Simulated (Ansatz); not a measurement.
**CHF3 (trifluoromethane): the energy, rung by rung**

CHF3: 5 atoms, total charge 0, spin state singlet. As SMILES, `FC(F)F`. Geometry: relaxed at GFN2-xTB.

```tsv
atom	x (Å)	y (Å)	z (Å)
F	-0.6677	-0.3324	1.0751
C	0.0190	0.0546	0.0068
F	1.0424	-0.7749	-0.1574
F	-0.7713	-0.0388	-1.0564
H	0.3776	1.0915	0.1320
```

Quantity: the energy change with the F1–C2 bond stretched from 1.328 to 3.319 Å, in eV. The values are calculated.

```csv
level,kind,program,value (eV),less FCI/STO-3G
SVWN5/STO-3G (restricted),LDA,Ansatz,6.57,+2.99
PBE/STO-3G (restricted),GGA,Ansatz,5.86,+2.28
revPBE/STO-3G (restricted),GGA,Ansatz,5.60,+2.02
r2SCAN/STO-3G (restricted),meta-GGA,Ansatz,6.29,+2.71
B3LYP/STO-3G (restricted),global hybrid,Ansatz,6.80,+3.22
HSE06/STO-3G (restricted),range-separated hybrid,Ansatz,7.22,+3.64
wB97M-V/STO-3G (restricted),range-separated hybrid,Ansatz,8.14,+4.56
MP2/STO-3G (restricted),perturbation theory,Ansatz,3.86,+0.28
CCSDT/STO-3G (restricted),coupled cluster or CI,Ansatz,3.62,+0.04
FCI/STO-3G,exact in the basis,Ansatz,3.58,0.00
```

FCI/STO-3G is exact within its basis and frozen core, so for wave-function methods in that basis the difference is their error; functionals converge differently with the basis, so for them it is only a difference. The first shape isn't each level's own minimum. The values span 3.58 to 8.14 eV. All rows use very small basis sets, so none should be taken for the real molecule's value.
